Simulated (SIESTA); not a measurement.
Runs of SIESTA 5.4.2 on CaF2 (Fluorite). It takes space group Fm-3m (No. 225, cubic). The conventional cell has a = 5.462 Å, b = 5.462 Å, c = 5.462 Å, α = 90.00°, β = 90.00°, γ = 90.00°. Ca (site symmetry m-3m) has 8 F at 2.37 Å as nearest neighbours. Around F (site symmetry -43m) lie 4 Ca at 2.37 Å. 

```csv
task,level,potentials or basis,gap on the mesh (eV),pressure (GPa)
band structure,PBEsol,"PseudoDojo 0.4 standard (PBEsol files), DZP (energy shift 0.003 Ry; two zetas on semicore shells; d shell added on Ca)",7.15,-1.9
single point,PBEsol,"PseudoDojo 0.4 standard (PBEsol files), DZP (energy shift 0.003 Ry; two zetas on semicore shells; d shell added on Ca)",7.15,-1.9
band structure,BLYP,"PseudoDojo 0.4 standard (PBE files), DZP (energy shift 0.003 Ry; two zetas on semicore shells; d shell added on Ca)",(a),4.7
band structure,AM05,"PseudoDojo 0.4 standard (PBEsol files), DZP (energy shift 0.003 Ry; two zetas on semicore shells; d shell added on Ca)",7.18,-0.6
```

Alike in all rows: no spin polarisation; cell as given; k mesh 8 × 8 × 8; smearing fermi-dirac 0.05 eV; grid cutoff 800 Ry; energy shift 0.003 Ry.

Problem. Estimate the missing entries.

Solution. (a) 7.39.

Caveats: the basis of atomic orbitals isn't converged, which shifts pressures, moduli and gaps; the potentials were made for another functional, which shifts forces and pressure (some runs).

A k mesh can miss the band edges.

Runs at the PBE level aren't shown here.
